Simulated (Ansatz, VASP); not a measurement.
InH in VASP and in Ansatz

File INCAR:

```
SYSTEM = InH
ALGO = Normal
EDIFF = 1E-6
ENCUT = 520
ISIF = 2
ISMEAR = -1
LASPH = .TRUE.
LCHARG = .TRUE.
LELF = .TRUE.
LREAL = .FALSE.
LVHAR = .TRUE.
LWAVE = .FALSE.
NBANDS = 14
NELM = 100
PREC = Accurate
SIGMA = 0.15
```

KPOINTS

```
k-points
0
G
  14 14 14
  0 0 0
```

The input POSCAR:

```
InH
1.0
    3.0319000000      0.0000000000      0.0000000000
    0.0000000000      3.0319000000      0.0000000000
    0.0000000000      0.0000000000      3.0319000000
In H
1 1
Direct
    0.0000000000      0.0000000000      0.0000000000
    0.5000000000      0.5000000000      0.5000000000
```

Input for Ansatz:

```yaml
crystal:
  lattice:
    - [3.0319, 0.0, 0.0]
    - [0.0, 3.0319, 0.0]
    - [0.0, 0.0, 3.0319]
  atoms:
    - { symbol: In, position: [0.0, 0.0, 0.0] }
    - { symbol: H, position: [0.5, 0.5, 0.5] }
basis:
  ecutwfc: 420
kpoints:
  mp_grid: { grid: [14, 14, 14] }
hamiltonian:
  xc: lda
scf:
  occupations: { method: fermi_dirac, width: 0.15 }
output:
  forces: true
  stress: true
  eigenvalues: true
```

Alike in both runs: task single point; functional LDA; k mesh 14 × 14 × 14; occupations fermi-dirac, width 0.15 eV; no spin polarisation.

```csv
,VASP,Ansatz
version,VASP 6.6.1,Ansatz 0.2.0
potentials or method,"VASP PAW LDA potentials, release 64 (In_d, H)","scalar-relativistic, plane waves, PAW"
plane-wave cutoff (eV),520,420
valence electrons in the cell,14,14
```

|  | VASP | Ansatz | Ansatz less VASP |
| --- | --- | --- | --- |
| gap on the k mesh at the Fermi level (eV) | none | none | - |
| pressure (GPa) | 1.2 | 1.2 | +0.01 |

A gap of «none» marks a metal or a gap that the smearing closes.
